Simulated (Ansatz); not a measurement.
# Convergence study of TiO2

Aim: run TiO2 with the default SCF settings, then change one group of settings at a time and see what moves: the number of iterations, the state or the numbers. System: TiO$_{2}$, the deposited crystal structure (space group P4_2/mnm); the cell holds 6 atoms. Source: COD entry 9004142; the sample's temperature and pressure aren't taken into account.

Method: DFT PBE, PAW, plane waves, scalar-relativistic, in Ansatz 0.2.0.

2 further runs of the same task are left out: 1 that didn't finish, 1 set aside as unsound or not needed.

**1. The system as given**

It takes space group P4_2/mnm (No. 136, tetragonal). The conventional cell has a = 4.603 Å, b = 4.603 Å, c = 2.966 Å, α = 90.00°, β = 90.00°, γ = 90.00°. Ti (site symmetry mmm) has 6 O at 1.95 to 1.98 Å as nearest neighbours. O (site symmetry m2m) has 3 Ti at 1.95 to 1.98 Å as nearest neighbours.

Coordinates:

```xyz
6
Lattice="4.6030 0.0000 0.0000 0.0000 4.6030 0.0000 0.0000 0.0000 2.9660" Properties=species:S:1:pos:R:3 pbc="T T T"
Ti    0.0000    0.0000    0.0000
Ti    2.3015    2.3015    1.4830
O     1.4016    1.4016    0.0000
O     0.8999    3.7031    1.4830
O     3.2014    3.2014    0.0000
O     3.7031    0.8999    1.4830
```

Atoms are counted from 1 in the order of input.yaml (O6 and so on).

Changes shown after the default run: fixed occupations; Broyden, β 0.7, history 3, no preconditioner; Fermi–Dirac width 0.001 eV, no switch to direct minimisation; linear mixing, β 0.3, no preconditioner; Broyden, β 0.5, history 4, no preconditioner; Anderson, β 1.0, history 12, no preconditioner; Broyden, β 0.3, preconditioner Kerker scaled by the density of states.

The search for lower states is off throughout, and inputs that name a mixer don't switch to direct minimisation unless they say so. Spin polarisation is off.

**2. Default SCF settings**

File input.yaml:

```yaml
crystal:
  lattice:
    - [4.603, 0.0, 0.0]
    - [0.0, 4.603, 0.0]
    - [0.0, 0.0, 2.966]
  atoms:
    - { symbol: Ti, position: [0.0, 0.0, 0.0] }
    - { symbol: Ti, position: [0.5, 0.5, 0.5] }
    - { symbol: O, position: [0.3045, 0.3045, 0.0] }
    - { symbol: O, position: [0.1955, 0.8045, 0.5] }
    - { symbol: O, position: [0.6955, 0.6955, 0.0] }
    - { symbol: O, position: [0.8045, 0.1955, 0.5] }
hamiltonian:
  xc: pbe
  pseudopotentials: { kind: paw }
basis:
  ecutwfc: 420
kpoints:
  mp_grid: { grid: [4, 4, 6] }
scf:
  occupations: { method: fermi_dirac, width: 0.03 }
  lower_state_search: "off"
output:
  forces: true
  stress: true
  write_density: true
  write_potential: true
  elf: true
  volumetric_format: npy
```

Command:

```bash
ansatz run input.yaml --threads 2 --pin off --max-ram 5120MiB --backend cpu --events-out ev --progress --plain --runs-dir out
```

Output, cut to the lines that bear on the results:

```text
[...]
Pseudopotentials: kind: paw
Pseudopotential: Ti, paw, valence charge 12, recommended cutoff 420 eV (normal), Ti.paw.azcp
Pseudopotential: O, paw, valence charge 6, recommended cutoff 420 eV (normal), O.paw.azcp
Functional definition: PBE
[...]
Crystal: 6 atoms, lattice volume = 62.842 Å³
Basis set: ecut = 420 eV, 1217 PW (Γ), exchange–correlation on 64×64×40 points (8 copies of the dense FFT grid, shifted against one another)
Bands: 30, of which v1, the nominal top of the filled ones, is band 24 counted from 1 (23 counted from 0)
Symmetry: 16 space group operations
Space group: P42/mnm (ITA 136), of the structure as read, at distance tolerance 4.0e-5 Å
k-points: 24 of 96
[...]
SCF iter   1: F=—  HF=-7277.290336 eV  |F-HF|=—  |Δ(HF+E_count)|=         —  Δρ=2.09e-3  dr2=1.60e-3  ethr=1.77e-3  ⟨swp⟩=5.6  Hψ=2912  notcnv=0
[...]
SCF iter   6: F=-7277.291506 eV  HF=-7277.291506 eV  |F-HF|=7.54e-8  |Δ(HF+E_count)|=   1.07e-7  Δρ=1.16e-5  dr2=8.11e-8  ethr=2.08e-10  ⟨swp⟩=11.0  Hψ=4793  notcnv=0
[...]
SCF converged after 6 iterations
Free energy (F): -7277.291506 eV
[...]
E sigma→0 (E₀):  -7277.291506 eV
Fermi energy:    9.962602 eV
[...]
--- Forces (eV/Å), atoms counted from 1 ---
  atom   1  Ti     0.00000000    -0.00000000     0.00000000
  atom   2  Ti     0.00000000     0.00000000     0.00000000
  atom   3  O     -0.00076489    -0.00076489     0.00000000
  atom   4  O      0.00076489    -0.00076489     0.00000000
  atom   5  O      0.00076489     0.00076489     0.00000000
  atom   6  O     -0.00076489     0.00076489     0.00000000
[...]
--- Stress (GPa, compression-positive) ---
        3.820974       0.000000       0.000000
        0.000000       3.820974       0.000000
        0.000000       0.000000       2.400149
  P = ⅓ Tr σ = 3.3474 GPa (33.474 kbar)
--- Band table (eV; the first three rows and the last of 24) ---
[...]
```

Run time: 1.4 s. Hardware: 2 threads of Arm Neoverse V2, shared host; peak memory 0.34 GiB.

The reference: 6 iterations with the default settings (MSR1 mixing, preconditioner Resta); with a gap of 1.86 eV on the k-mesh.

Density in a lattice plane of the grid's cell (edges 4.60 and 4.60 Å, at 0.000 of the third edge), which holds Ti and O.

Values in e/Å³, 12 rows by 12 columns:
```
 7.47  4.45  0.61  0.11  0.05  0.04  0.06  0.15  0.27  0.34  0.79  4.61
 1.19  0.61  0.20  0.10  0.06  0.06  0.18  0.64  1.50  1.40  0.73  0.79
 0.16  0.11  0.10  0.08  0.07  0.10  0.40  2.15  6.05  5.13  1.40  0.34
 0.08  0.05  0.06  0.07  0.07  0.13  0.50  2.67  6.93  6.05  1.50  0.27
 0.05  0.04  0.06  0.10  0.13  0.16  0.34  1.11  2.67  2.15  0.64  0.15
 0.04  0.06  0.18  0.40  0.50  0.34  0.25  0.34  0.50  0.40  0.18  0.06
 0.05  0.15  0.64  2.15  2.67  1.11  0.34  0.16  0.13  0.10  0.06  0.04
 0.08  0.27  1.50  6.05  6.93  2.67  0.50  0.13  0.07  0.07  0.06  0.05
 0.16  0.34  1.40  5.13  6.05  2.15  0.40  0.10  0.07  0.08  0.10  0.11
 1.19  0.79  0.73  1.40  1.50  0.64  0.18  0.06  0.06  0.10  0.20  0.61
 7.47  4.61  0.79  0.34  0.27  0.15  0.06  0.04  0.05  0.11  0.61  4.45
10.01  7.47  1.19  0.16  0.08  0.05  0.04  0.05  0.08  0.16  1.19  7.47
```
Columns run along the first of these edges and rows up along the second, over one cell in 12 and 12 even steps from the bottom left corner. Atoms in the plane (fractional): Ti at (0.00, 0.00), O at (0.30, 0.30), O at (0.70, 0.70).

ELF in the same plane.

Ten even steps from ' ' (0.00) to '@' (0.83):
```
..--**##==                ..::----::....==####--
**####++::              ..--++######++::::++####
**++==::              ..==**%%@@@@@@@@**--::==++
::....                ::**%%@@@@@@@@@@@@##--....
                    ..==##@@@@@@##**%%@@@@##--..
                    ..==%%@@@@##==--**@@@@@@**::
                    ..--##@@@@%%**++##@@@@@@**::
              ........::++%%@@@@%%%%@@@@@@%%++::
        ..::--==--::....::++##@@@@@@@@@@%%**--  
      ::==**##%%##**==::..::==**##%%##**==::    
    --**%%@@@@@@@@@@##++::....::--==--::..      
  ::++%%@@@@@@%%%%@@@@%%++::........            
  ::**@@@@@@##++**%%@@@@##--..                  
  ::**@@@@@@**--==##@@@@%%==..                  
  ..--##@@@@%%**##@@@@@@##==..                  
::....--##@@@@@@@@@@@@%%**::                ....
**++==::--**@@@@@@@@%%**==..              ::==++
**####++::::++######++--..              ::++####
..--####==....::----::..                ==##**--
    ++##++..                          ..++##++  
```
Columns run along the first of these edges and rows up along the second, over one cell in 24 and 20 even steps from the bottom left corner. Atoms in the plane (fractional): Ti at (0.00, 0.00), O at (0.30, 0.30), O at (0.70, 0.70).

Both are smooth fields of the valence electrons: close to the nuclei they are not physical.

The highest ELF values outside the cores: 0.83 in the shell around O, 0.6 Å from O.

**3. Fixed occupations**

input.yaml: that of step 2 with these lines changed.

```diff
@@ -20,4 +20,5 @@
 scf:
-  occupations: { method: fermi_dirac, width: 0.03 }
+  occupations: { method: fixed }
   lower_state_search: "off"
+  max_iter: 80
 output:
@@ -25,5 +26 @@
   stress: true
-  write_density: true
-  write_potential: true
-  elf: true
-  volumetric_format: npy
```

Command:

```bash
ansatz run input.yaml --threads 2 --pin off --max-ram 5120MiB --backend cpu --events-out ev --progress --plain --runs-dir out
```

Output, cut to the lines that bear on the results:

```text
[... 23 lines as in an earlier run ...]
SCF iter   1: F=—  HF=-7277.290337 eV  |F-HF|=—  |Δ(HF+E_count)|=         —  Δρ=2.08e-3  dr2=1.56e-3  ethr=1.77e-3  ⟨swp⟩=3.7  Hψ=2674  notcnv=0  defer=55
[...]
SCF iter   6: F=-7277.291506 eV  HF=-7277.291506 eV  |F-HF|=7.20e-8  |Δ(HF+E_count)|=   1.11e-7  Δρ=1.11e-5  dr2=7.90e-8  ethr=2.08e-10  ⟨swp⟩=4.1  Hψ=2360  notcnv=0
[...]
SCF converged after 6 iterations
Free energy (F): -7277.291506 eV
[...]
E sigma→0 (E₀):  -7277.291506 eV
Fermi energy:    9.048516 eV
[...]
--- Forces (eV/Å), atoms counted from 1 ---
  atom   1  Ti     0.00000000    -0.00000000     0.00000000
  atom   2  Ti     0.00000000     0.00000000     0.00000000
  atom   3  O     -0.00076382    -0.00076382     0.00000000
  atom   4  O      0.00076382    -0.00076382     0.00000000
  atom   5  O      0.00076382     0.00076382     0.00000000
  atom   6  O     -0.00076382     0.00076382     0.00000000
[...]
--- Stress (GPa, compression-positive) ---
        3.821033       0.000000       0.000000
        0.000000       3.821033       0.000000
        0.000000       0.000000       2.400136
  P = ⅓ Tr σ = 3.3474 GPa (33.474 kbar)
```

It took 0.96 s on 2 threads of Arm Neoverse V2, shared host; peak memory 0.33 GiB.

The count stays at 6. Against the default run: free energy unchanged, zero-width estimate unchanged.

**4. Broyden, β 0.7, history 3, no preconditioner**

input.yaml: that of step 3 with these lines changed.

```diff
@@ -20,5 +20,7 @@
 scf:
-  occupations: { method: fixed }
+  occupations: { method: fermi_dirac, width: 0.03 }
   lower_state_search: "off"
+  algorithm: density_mixing
   max_iter: 80
+  mixing: { algorithm: broyden, ndim: 3, beta: 0.7, preconditioner: none }
 output:
```

Command:

```bash
ansatz run input.yaml --threads 2 --pin off --max-ram 5120MiB --backend cpu --events-out ev --progress --plain --runs-dir out
```

Output, cut to the lines that bear on the results:

```text
[... 23 lines as in an earlier run ...]
SCF iter   1: F=—  HF=-7277.290347 eV  |F-HF|=—  |Δ(HF+E_count)|=         —  Δρ=2.09e-3  dr2=1.61e-3  ethr=1.77e-3  ⟨swp⟩=5.6  Hψ=2921  notcnv=0
[...]
SCF iter   6: F=-7277.291506 eV  HF=-7277.291506 eV  |F-HF|=3.59e-9  |Δ(HF+E_count)|=   1.03e-7  Δρ=2.73e-6  dr2=1.80e-9  ethr=2.08e-10  ⟨swp⟩=4.0  Hψ=2215  notcnv=0
[...]
SCF converged after 6 iterations
Stability not checked: this state was not tested for a lower state beside it, because the mixer in use, unlike msr1, does not test its closes by its own steps (another_mixer; see scf.mixing.algorithm and scf.lower_state_search)
Free energy (F): -7277.291506 eV
[...]
E sigma→0 (E₀):  -7277.291506 eV
Fermi energy:    9.962658 eV
[... 28 lines left out: energy terms, forces, stress ...]
```

Run time: 1.1 s. Hardware: 2 threads of Arm Neoverse V2, shared host; peak memory 0.33 GiB.

The count stays at 6. Against the default run: the same free energy.

**5. Fermi–Dirac width 0.001 eV, no switch to direct minimisation**

input.yaml: that of step 4 with these lines changed.

```diff
@@ -20,3 +20,3 @@
 scf:
-  occupations: { method: fermi_dirac, width: 0.03 }
+  occupations: { method: fermi_dirac, width: 0.001 }
   lower_state_search: "off"
@@ -24,3 +24,3 @@
   max_iter: 80
-  mixing: { algorithm: broyden, ndim: 3, beta: 0.7, preconditioner: none }
+  mixing: {}
 output:
```

Command:

```bash
ansatz run input.yaml --threads 2 --pin off --max-ram 5120MiB --backend cpu --events-out ev --progress --plain --runs-dir out
```

Output, cut to the lines that bear on the results:

```text
[... 23 lines as in an earlier run ...]
SCF iter   1: F=—  HF=-7277.290336 eV  |F-HF|=—  |Δ(HF+E_count)|=         —  Δρ=2.09e-3  dr2=1.59e-3  ethr=1.77e-3  ⟨swp⟩=5.7  Hψ=2937  notcnv=0
[...]
SCF iter   6: F=-7277.291506 eV  HF=-7277.291506 eV  |F-HF|=7.62e-8  |Δ(HF+E_count)|=   9.23e-8  Δρ=1.17e-5  dr2=8.25e-8  ethr=2.08e-10  ⟨swp⟩=4.1  Hψ=2368  notcnv=0
[...]
SCF converged after 6 iterations
Free energy (F): -7277.291506 eV
[...]
E sigma→0 (E₀):  -7277.291506 eV
Fermi energy:    9.978271 eV
[...]
--- Forces (eV/Å), atoms counted from 1 ---
  atom   1  Ti     0.00000000    -0.00000000     0.00000000
  atom   2  Ti     0.00000000     0.00000000     0.00000000
  atom   3  O     -0.00076436    -0.00076436     0.00000000
  atom   4  O      0.00076436    -0.00076436     0.00000000
  atom   5  O      0.00076436     0.00076436     0.00000000
  atom   6  O     -0.00076436     0.00076436     0.00000000
[...]
--- Stress (GPa, compression-positive) ---
        3.820995       0.000000       0.000000
        0.000000       3.820995       0.000000
        0.000000       0.000000       2.400157
  P = ⅓ Tr σ = 3.3474 GPa (33.474 kbar)
```

Wall time 1 s (2 threads of Arm Neoverse V2, shared host); peak memory 0.33 GiB.

6 iterations, as in the default run; free energy unchanged, zero-width estimate unchanged.

**6. Linear mixing, β 0.3, no preconditioner**

input.yaml: that of step 5 with these lines changed.

```diff
@@ -20,3 +20,3 @@
 scf:
-  occupations: { method: fermi_dirac, width: 0.001 }
+  occupations: { method: fermi_dirac, width: 0.03 }
   lower_state_search: "off"
@@ -24,3 +24,3 @@
   max_iter: 80
-  mixing: {}
+  mixing: { algorithm: anderson, ndim: 1, beta: 0.3, preconditioner: none }
 output:
```

Command:

```bash
ansatz run input.yaml --threads 2 --pin off --max-ram 5120MiB --backend cpu --events-out ev --progress --plain --runs-dir out
```

Output, cut to the lines that bear on the results:

```text
[... 23 lines as in an earlier run ...]
SCF iter   1: F=—  HF=-7277.290336 eV  |F-HF|=—  |Δ(HF+E_count)|=         —  Δρ=2.09e-3  dr2=1.60e-3  ethr=1.77e-3  ⟨swp⟩=5.6  Hψ=2912  notcnv=0
[...]
SCF iter  13: F=-7277.291506 eV  HF=-7277.291506 eV  |F-HF|=4.77e-7  |Δ(HF+E_count)|=   4.81e-7  Δρ=2.48e-5  dr2=8.92e-8  ethr=2.08e-10  ⟨swp⟩=3.9  Hψ=2012  notcnv=0
[...]
SCF converged after 13 iterations
[... 1 line as in an earlier run ...]
Free energy (F): -7277.291506 eV
[...]
E sigma→0 (E₀):  -7277.291506 eV
Fermi energy:    9.962668 eV
[... 28 lines left out: energy terms, forces, stress ...]
```

It took 1.5 s on 2 threads of Arm Neoverse V2, shared host; peak memory 0.33 GiB.

It takes 13 iterations (default 6). Against the default run: the same free energy.

**7. Broyden, β 0.5, history 4, no preconditioner**

input.yaml: that of step 6 with these lines changed.

```diff
@@ -24,3 +24,3 @@
   max_iter: 80
-  mixing: { algorithm: anderson, ndim: 1, beta: 0.3, preconditioner: none }
+  mixing: { algorithm: broyden, ndim: 4, beta: 0.5, preconditioner: none }
 output:
```

Command:

```bash
ansatz run input.yaml --threads 2 --pin off --max-ram 5120MiB --backend cpu --events-out ev --progress --plain --runs-dir out
```

Output, cut to the lines that bear on the results:

```text
[... 23 lines as in an earlier run ...]
SCF iter   1: F=—  HF=-7277.290347 eV  |F-HF|=—  |Δ(HF+E_count)|=         —  Δρ=2.09e-3  dr2=1.61e-3  ethr=1.77e-3  ⟨swp⟩=5.6  Hψ=2921  notcnv=0
[...]
SCF iter   6: F=-7277.291506 eV  HF=-7277.291506 eV  |F-HF|=1.12e-8  |Δ(HF+E_count)|=   7.06e-7  Δρ=8.13e-6  dr2=1.88e-8  ethr=2.08e-10  ⟨swp⟩=4.0  Hψ=2348  notcnv=0
[...]
SCF converged after 6 iterations
[... 1 line as in an earlier run ...]
Free energy (F): -7277.291506 eV
[...]
E sigma→0 (E₀):  -7277.291506 eV
Fermi energy:    9.962692 eV
[... 28 lines left out: energy terms, forces, stress ...]
```

It took 1 s on 2 threads of Arm Neoverse V2, shared host; peak memory 0.33 GiB.

The count stays at 6. Against the default run: the same free energy.

**8. Anderson, β 1.0, history 12, no preconditioner**

input.yaml: that of step 7 with these lines changed.

```diff
@@ -24,3 +24,3 @@
   max_iter: 80
-  mixing: { algorithm: broyden, ndim: 4, beta: 0.5, preconditioner: none }
+  mixing: { algorithm: anderson, ndim: 12, beta: 1.0, preconditioner: none }
 output:
```

Command:

```bash
ansatz run input.yaml --threads 2 --pin off --max-ram 5120MiB --backend cpu --events-out ev --progress --plain --runs-dir out
```

Output, cut to the lines that bear on the results:

```text
[... 23 lines as in an earlier run ...]
SCF iter   1: F=—  HF=-7277.290336 eV  |F-HF|=—  |Δ(HF+E_count)|=         —  Δρ=2.09e-3  dr2=1.60e-3  ethr=1.77e-3  ⟨swp⟩=5.6  Hψ=2912  notcnv=0
[...]
SCF iter   6: F=-7277.291506 eV  HF=-7277.291506 eV  |F-HF|=2.76e-9  |Δ(HF+E_count)|=   3.69e-8  Δρ=3.18e-6  dr2=3.54e-9  ethr=2.08e-10  ⟨swp⟩=4.0  Hψ=2181  notcnv=0
[...]
SCF converged after 6 iterations
[... 1 line as in an earlier run ...]
Free energy (F): -7277.291506 eV
[...]
E sigma→0 (E₀):  -7277.291506 eV
Fermi energy:    9.962638 eV
[... 28 lines left out: energy terms, forces, stress ...]
```

Wall time 1 s (2 threads of Arm Neoverse V2, shared host); peak memory 0.33 GiB.

The count stays at 6. Against the default run: the same free energy.

**9. Broyden, β 0.3, preconditioner Kerker scaled by the density of states**

input.yaml: that of step 8 with these lines changed.

```diff
@@ -24,3 +24,3 @@
   max_iter: 80
-  mixing: { algorithm: anderson, ndim: 12, beta: 1.0, preconditioner: none }
+  mixing: { algorithm: broyden, beta: 0.3, preconditioner: kerker_dos }
 output:
```

Command:

```bash
ansatz run input.yaml --threads 2 --pin off --max-ram 5120MiB --backend cpu --events-out ev --progress --plain --runs-dir out
```

Output, cut to the lines that bear on the results:

```text
[... 23 lines as in an earlier run ...]
SCF iter   1: F=—  HF=-7277.290347 eV  |F-HF|=—  |Δ(HF+E_count)|=         —  Δρ=2.09e-3  dr2=1.61e-3  ethr=1.77e-3  ⟨swp⟩=5.6  Hψ=2921  notcnv=0
[...]
SCF iter   6: F=-7277.291506 eV  HF=-7277.291506 eV  |F-HF|=3.32e-8  |Δ(HF+E_count)|=   5.15e-6  Δρ=1.89e-5  dr2=9.30e-8  ethr=2.08e-10  ⟨swp⟩=3.0  Hψ=2822  notcnv=0
[...]
SCF converged after 6 iterations
[... 1 line as in an earlier run ...]
Free energy (F): -7277.291506 eV
[...]
E sigma→0 (E₀):  -7277.291506 eV
Fermi energy:    9.962723 eV
[... 28 lines left out: energy terms, forces, stress ...]
```

Run time: 1.1 s. Hardware: 2 threads of Arm Neoverse V2, shared host; peak memory 0.33 GiB.

The count stays at 6. Against the default run: the same free energy.

**10. The runs side by side**

| step | settings | iterations | time | against the default run |
| --- | --- | --- | --- | --- |
| 2 | default SCF settings | 6 | 1.4 s | reference |
| 3 | fixed occupations | 6 | 0.96 s | free energy unchanged, zero-width estimate unchanged |
| 4 | Broyden, β 0.7, history 3, no preconditioner | 6 | 1.1 s | the same free energy |
| 5 | Fermi–Dirac width 0.001 eV, no switch to direct minimisation | 6 | 1 s | free energy unchanged, zero-width estimate unchanged |
| 6 | linear mixing, β 0.3, no preconditioner | 13 | 1.5 s | the same free energy |
| 7 | Broyden, β 0.5, history 4, no preconditioner | 6 | 1 s | the same free energy |
| 8 | Anderson, β 1.0, history 12, no preconditioner | 6 | 1 s | the same free energy |
| 9 | Broyden, β 0.3, preconditioner Kerker scaled by the density of states | 6 | 1.1 s | the same free energy |

Decimal logarithm of the largest residual (eV) by iteration, counted through all cycles of a run:

```
iteration  step 2  step 3  step 4  step 5  step 6  step 7  step 8  step 9
        1    -2.8    -2.8    -2.8    -2.8    -2.8    -2.8    -2.8    -2.8
        2    -3.3    -3.3    -2.2    -3.3    -3.2    -2.6    -1.8    -3.2
        3    -3.8    -3.8    -4.0    -3.8    -3.6    -4.1    -3.6    -3.8
        4    -5.2    -5.2    -5.8    -5.2    -4.0    -5.4    -5.3    -5.0
        5    -6.3    -6.3    -7.0    -6.3    -4.5    -6.4    -6.9    -5.6
        6    -7.1    -7.1    -8.7    -7.1    -4.8    -7.7    -8.5    -7.0
        8       -       -       -       -    -5.5       -       -       -
        9       -       -       -       -    -5.8       -       -       -
       10       -       -       -       -    -6.1       -       -       -
       11       -       -       -       -    -6.5       -       -       -
       12       -       -       -       -    -6.7       -       -       -
       13       -       -       -       -    -7.0       -       -       -
```

**11. Summary of results**

```
                                                   quantity                                              value
                                                default run  6 iterations, with a gap of 1.86 eV on the k-mesh
       fewest iterations to that state among the runs shown                           6 (default SCF settings)
                                      most iterations to it       13 (linear mixing, β 0.3, no preconditioner)
runs that end in another state, among changes of path alone                                                  0
```

**Reading.** The default and the runs that change only the path, 6 in all, end in one state, in 6 to 13 iterations. Other settings tried on this cell gave no result: iteration limit 5 (not converged after 5 iterations, still settling); Broyden, β 2.0, history 8 (input refused); linear mixing, β 0.5, no preconditioner (not converged after 80 iterations, cycles). Counts include iterations that the program adds to test a close, so a difference of one or two ranks nothing. The starting density is a sum of atomic densities corrected by a trained network, so it is already close to self-consistency.

The gaps are Kohn-Sham values of a semilocal functional, not quasiparticle or optical gaps. Such gaps usually fall short of the measured ones.
